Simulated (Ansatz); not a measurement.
Orbital-resolved density of states of WC

```xyz
2
Lattice="2.9005 0.0000 0.0000 -1.4503 2.5119 0.0000 0.0000 0.0000 2.8290" Properties=species:S:1:pos:R:3 pbc="T T T"
W     0.0000    0.0000    0.0000
C     1.4503    0.8373    1.4145
```

Atoms are numbered in the order listed.

The geometry is COD entry 2102244, unchecked; take it as a test cell.

Spin–orbit coupling is left out, though it moves levels of the heavy atoms by tenths of an eV or more.

Theory: Ansatz 0.2.0, DFT, PBE, all-electron LAPW, scalar-relativistic.

Numerical set-up: a Γ-centred 13×13×12 k mesh, Fermi–Dirac smearing of 0.05 eV, basis error target 1 meV/atom, no spin polarisation.

States per eV for one atom of each kind, in 0.4 eV bins named by their centres, from the Fermi level, projected on a minimal set of Löwdin-orthogonalised atomic shells; orbitals are real harmonics on the Cartesian axes, equal curves share a column, and empty bins are left out, as is all above 4.2 eV, near the top of the computed bands.

W1 5d:

```
# E all dz2 dxz=dyz dx2-y2=dxy
-13.1 0.01 0.00 0.00 0.00
-12.7 0.02 0.00 0.00 0.00
-12.3 0.03 0.00 0.01 0.01
-11.9 0.06 0.00 0.01 0.01
-11.5 0.15 0.00 0.05 0.03
-11.1 0.82 0.01 0.34 0.07
-10.7 0.15 0.00 0.04 0.04
-10.3 0.01 0.00 0.00 0.00
-8.3 0.01 0.01 0.00 0.00
-7.9 0.01 0.01 0.00 0.00
-7.5 0.02 0.02 0.00 0.00
-7.1 0.19 0.05 0.04 0.04
-6.7 0.66 0.13 0.11 0.16
-6.3 0.65 0.11 0.11 0.16
-5.9 0.29 0.06 0.04 0.08
-5.5 0.32 0.05 0.04 0.09
-5.1 0.31 0.06 0.07 0.06
-4.7 0.43 0.11 0.10 0.06
-4.3 0.66 0.23 0.13 0.08
-3.9 0.63 0.22 0.12 0.09
-3.5 0.83 0.29 0.17 0.10
-3.1 0.80 0.21 0.19 0.10
-2.7 0.93 0.20 0.20 0.16
-2.3 0.23 0.03 0.06 0.04
-1.9 0.35 0.07 0.04 0.10
-1.5 1.24 0.35 0.11 0.34
-1.1 0.93 0.21 0.08 0.29
-0.7 0.66 0.10 0.04 0.23
-0.3 0.24 0.04 0.02 0.08
0.1 0.16 0.01 0.02 0.06
0.5 0.18 0.00 0.02 0.06
0.9 0.22 0.00 0.04 0.07
1.3 0.37 0.01 0.09 0.10
1.7 0.57 0.02 0.16 0.12
2.1 0.64 0.03 0.18 0.12
2.5 0.66 0.06 0.18 0.12
2.9 0.51 0.10 0.09 0.12
3.3 0.54 0.16 0.06 0.14
3.7 0.91 0.35 0.07 0.21
4.1 1.20 0.48 0.07 0.29
```

C2 2p:

```
# E all pz px=py
-13.5 0.01 0.00 0.00
-13.1 0.01 0.00 0.00
-12.7 0.01 0.00 0.00
-12.3 0.02 0.01 0.01
-11.9 0.03 0.01 0.01
-11.5 0.03 0.01 0.01
-11.1 0.05 0.01 0.02
-10.7 0.01 0.00 0.00
-8.3 0.01 0.01 0.00
-7.9 0.02 0.02 0.00
-7.5 0.04 0.04 0.00
-7.1 0.24 0.08 0.08
-6.7 0.71 0.27 0.22
-6.3 0.66 0.27 0.20
-5.9 0.27 0.11 0.08
-5.5 0.30 0.18 0.06
-5.1 0.30 0.13 0.08
-4.7 0.41 0.14 0.13
-4.3 0.61 0.24 0.19
-3.9 0.57 0.21 0.18
-3.5 0.67 0.22 0.23
-3.1 0.83 0.15 0.34
-2.7 0.92 0.11 0.40
-2.3 0.31 0.03 0.14
-1.9 0.23 0.07 0.08
-1.5 0.38 0.14 0.12
-1.1 0.31 0.12 0.09
-0.7 0.23 0.11 0.06
-0.3 0.11 0.08 0.02
0.1 0.03 0.02 0.01
0.5 0.01 0.00 0.00
0.9 0.01 0.00 0.00
1.3 0.02 0.01 0.01
1.7 0.05 0.01 0.02
2.1 0.07 0.02 0.03
2.5 0.10 0.03 0.03
2.9 0.13 0.04 0.04
3.3 0.19 0.07 0.06
3.7 0.36 0.13 0.12
4.1 0.38 0.12 0.13
```

W1 6s:

```
# E all
-13.9 0.05
-13.5 0.06
-13.1 0.07
-12.7 0.08
-12.3 0.09
-11.9 0.10
-11.5 0.10
-11.1 0.10
-10.7 0.02
-7.9 0.01
-7.5 0.01
-7.1 0.04
-6.7 0.10
-6.3 0.07
-5.9 0.02
-5.5 0.01
-5.1 0.01
-4.7 0.02
-4.3 0.03
-3.9 0.03
-3.5 0.03
-3.1 0.03
-2.7 0.02
-2.3 0.01
-1.9 0.02
-1.5 0.05
-1.1 0.03
-0.7 0.02
-0.3 0.01
1.7 0.01
2.1 0.01
2.5 0.01
2.9 0.01
3.3 0.01
3.7 0.03
4.1 0.03
```

C2 2s:

```
# E all
-13.9 0.04
-13.5 0.05
-13.1 0.08
-12.7 0.11
-12.3 0.15
-11.9 0.22
-11.5 0.39
-11.1 1.34
-10.7 0.36
-10.3 0.01
-7.1 0.02
-6.7 0.05
-6.3 0.04
-5.9 0.02
-5.5 0.02
-5.1 0.02
-4.7 0.02
-4.3 0.02
-3.9 0.03
-3.5 0.03
-3.1 0.02
-2.7 0.02
-2.3 0.01
-1.5 0.02
-1.1 0.02
-0.7 0.01
1.7 0.01
2.1 0.01
2.5 0.01
2.9 0.02
3.3 0.04
3.7 0.10
4.1 0.10
```
